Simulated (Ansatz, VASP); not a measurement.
# Two plane-wave programs on As

File INCAR:

```
SYSTEM = As
PREC     = Accurate       ! precision mode
ENCUT    = 600            ! plane-wave cutoff, eV
EDIFF    = 1E-6           ! SCF threshold, eV
ISMEAR   = -1             ! smearing method
SIGMA    = 0.05           ! smearing width, eV
LREAL    = .False.        ! projectors in reciprocal space
LASPH    = .True.         ! aspherical terms in the spheres
NELM     = 60             ! most SCF steps
ALGO     = Normal         ! electronic algorithm
ISIF     = 2              ! what is computed and relaxed
LWAVE    = .False.        ! write WAVECAR
LCHARG   = .False.        ! write CHGCAR
GGA      = PE             ! functional
```

Contents of KPOINTS:

```
regular mesh
0
Gamma
  10 10 10
  0 0 0
```

POSCAR

```
As
1.0
    2.7036817444      0.0000000000      0.0000000000
    0.0000000000      2.7036817444      0.0000000000
    0.0000000000      0.0000000000      2.7036817444
As
1
Direct
    0.5000000000      0.5000000000      0.5000000000
```

File KPOINTS_OPT:

```
path GXMGRX,MR
10
line-mode
reciprocal
 0.0000000000  0.0000000000  0.0000000000  G
 0.0000000000  0.5000000000  0.0000000000  X

 0.0000000000  0.5000000000  0.0000000000  X
 0.5000000000  0.5000000000  0.0000000000  M

 0.5000000000  0.5000000000  0.0000000000  M
 0.0000000000  0.0000000000  0.0000000000  G

 0.0000000000  0.0000000000  0.0000000000  G
 0.5000000000  0.5000000000  0.5000000000  R

 0.5000000000  0.5000000000  0.5000000000  R
 0.0000000000  0.5000000000  0.0000000000  X

 0.5000000000  0.5000000000  0.0000000000  M
 0.5000000000  0.5000000000  0.5000000000  R
```

The input input.yaml:

```yaml
crystal:
  lattice:
    - [2.7036817444, 0.0, 0.0]
    - [0.0, 2.7036817444, 0.0]
    - [0.0, 0.0, 2.7036817444]
  atoms:
    - { symbol: As, position: [0.5, 0.5, 0.5] }
hamiltonian:
  xc: pbe
  pseudopotentials: { kind: paw }
kpoints:
  mp_grid: { grid: [10, 10, 10] }
  band_path:
    path:
      - [[0.0, 0.0, 0.0], [0.0, 0.5, 0.0], [0.5, 0.5, 0.0], [0.0, 0.0, 0.0], [0.5, 0.5, 0.5], [0.0, 0.5, 0.0]]
      - [[0.5, 0.5, 0.0], [0.5, 0.5, 0.5]]
    npoints: 14
scf:
  occupations: { method: fermi_dirac, width: 0.05 }
  n_extra_bands: 6
output:
  forces: true
  stress: true
  eigenvalues: true
  fatbands: false
  write_density: true
  write_potential: true
  elf: true
  volumetric_format: npy
```

This isn't the form of As at room conditions, which is rhombohedral.

Alike in both runs: task band structure; functional PBE; k mesh 10 × 10 × 10; occupations fermi-dirac, width 0.05 eV; no spin polarisation.

|  | VASP | Ansatz |
| --- | --- | --- |
| version | VASP 6.6.1 | Ansatz 0.2.0 |
| potentials or method | VASP PAW PBE potentials, release 64 (As) | Ansatz PAW |
| plane-wave cutoff (eV) | 600 | 420 |
| valence electrons in the cell | 5 | 15 |

Ansatz gave:

```
gap on the k mesh at the Fermi level (eV) : none
pressure (GPa)                            : 2.2
```

Estimate VASP's values.

gap on the k mesh at the Fermi level (eV): none; pressure (GPa): 2.4.

A gap of «none» marks a metal or a gap that the smearing closes. The two sets of potentials don't hold the same shells in valence.
